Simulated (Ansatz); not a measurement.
SrO:

```
Sr O
1.0
     0.00000    2.56630    2.56630
     2.56630    0.00000    2.56630
     2.56630    2.56630    0.00000
Sr O
1 1
Cartesian
  2.5663 2.5663 2.5663
  0.0000 0.0000 0.0000
```

Base run:

* Program: Ansatz 0.2.0
* Functional: revPBE
* Potentials or basis: all-electron LAPW, scalar-relativistic
* Cutoff: 217 eV
* Density cutoff: 869 eV
* Basis error allowed: 0.001 eV/atom
* k mesh: 9 × 9 × 9
* Occupations: fermi-dirac, width 0.05 eV
* Spin: no spin polarisation

Its results: band gap on the k mesh 3.46 eV, indirect (least direct gap 3.54 eV); pressure 5.6 GPa.

**Question.** The run is repeated on the same cell with these changes: functional from revPBE to PBEsol. What comes out?

**Answer.** Band gap on the k mesh 3.26 eV, indirect (least direct gap 3.34 eV); pressure -0.5 GPa.

PBEsol binds more tightly than revPBE, so the same cell stands under less pressure.

A k mesh can miss the band edges.

Not every run made on this cell is shown here.
